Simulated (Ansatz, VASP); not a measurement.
**One calculation of ZrB2, two programs**

Contents of INCAR:

```
ALGO = Normal
EDIFF = 1E-8
ENCUT = 520
GGA = CA
ISIF = 2
ISMEAR = -1
LASPH = T
LCHARG = F
LEFG = T
LREAL = F
LWAVE = F
NBANDS = 16
NELM = 60
PREC = Accurate
SIGMA = 0.05
```

The input KPOINTS:

```
k-points
0
Gamma
  12 12 9
```

POSCAR

```
ZrB2
1.0
    3.1333498272      0.0000000000      0.0000000000
   -1.5666749137      2.7135605494      0.0000000000
    0.0000000000      0.0000000000      3.5200000000
Zr B
1 2
Direct
    0.0000000000      0.0000000000      0.0000000000
    0.3333333333      0.6666666667      0.5000000000
    0.6666666667      0.3333333333      0.5000000000
```

Input for Ansatz:

```yaml
crystal:
  lattice:
    - [3.1333498272, 0.0, 0.0]
    - [-1.5666749137, 2.7135605494, 0.0]
    - [0.0, 0.0, 3.52]
  atoms:
    - { symbol: Zr, position: [0.0, 0.0, 0.0] }
    - { symbol: B, position: [0.3333333333, 0.6666666667, 0.5] }
    - { symbol: B, position: [0.6666666667, 0.3333333333, 0.5] }
kpoints:
  mp_grid: { grid: [12, 12, 9] }
scf:
  occupations: { method: fermi_dirac, width: 0.05 }
hamiltonian:
  xc: lda
  pseudopotentials: { kind: paw }
output:
  forces: true
  stress: true
  eigenvalues: true
  efg: { contact_densities: true }
  write_density: true
  write_potential: true
  elf: true
  volumetric_format: npy
```

Change from the starting cell: equal xx and yy strain of -1 %, PAW files.

Alike in both runs: task electric field gradients; functional LDA; k mesh 12 × 12 × 9; occupations fermi-dirac, width 0.05 eV; no spin polarisation.

|  | VASP | Ansatz |
| --- | --- | --- |
| version | VASP 6.6.1 | Ansatz 0.2.0 |
| potentials or method | VASP PAW LDA potentials, release 64 (Zr_sv, B) | PAW with Ansatz's default frozen-core files, scalar-relativistic |
| plane-wave cutoff (eV) | 520 | 420 |
| valence electrons in the cell | 18 | 18 |

Ansatz gave:

* pressure (GPa): -2.3
* largest component of the traceless stress (GPa): 1.85
* Vzz of the field gradient on the site that differs most (V/Å²): 49.1

Problem. Estimate VASP's values.

Solution. Pressure (GPa): -1.8; largest component of the traceless stress (GPa): 1.80; Vzz of the field gradient on the site that differs most (V/Å²): 46.5.

Ansatz warned: «gradients_without_spin_orbit».
